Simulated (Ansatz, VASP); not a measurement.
# Mg in VASP and in Ansatz

```xyz
2
Lattice="3.2093 0.0000 0.0000 -1.6046 2.7793 0.0000 0.0000 0.0000 5.3145" Properties=species:S:1:pos:R:3 pbc="T T T"
Mg    1.6047    0.9264    3.9859
Mg    0.0000    1.8529    1.3286
```

Alike in both runs: task single point; functional PBE; k mesh 8 × 8 × 4; occupations fermi-dirac, width 0.05 eV; no spin polarisation.

|  | VASP | Ansatz |
| --- | --- | --- |
| version | VASP 6.6.1 | Ansatz 0.2.0 |
| potentials or method | VASP PAW PBE potentials, release 64 (Mg) | Ansatz PAW |
| plane-wave cutoff (eV) | 520 | 420 |
| valence electrons in the cell | 4 | 20 |

VASP gave:

- gap on the k mesh at the Fermi level (eV): none
- pressure (GPa): -1.3
- largest component of the traceless stress (GPa): 0.41

Problem. Which values does Ansatz return?

Solution. gap on the k mesh at the Fermi level (eV): none; pressure (GPa): -1.1; largest component of the traceless stress (GPa): 0.41.

A gap of «none» marks a metal or a gap that the smearing closes. The two sets of potentials don't hold the same shells in valence.
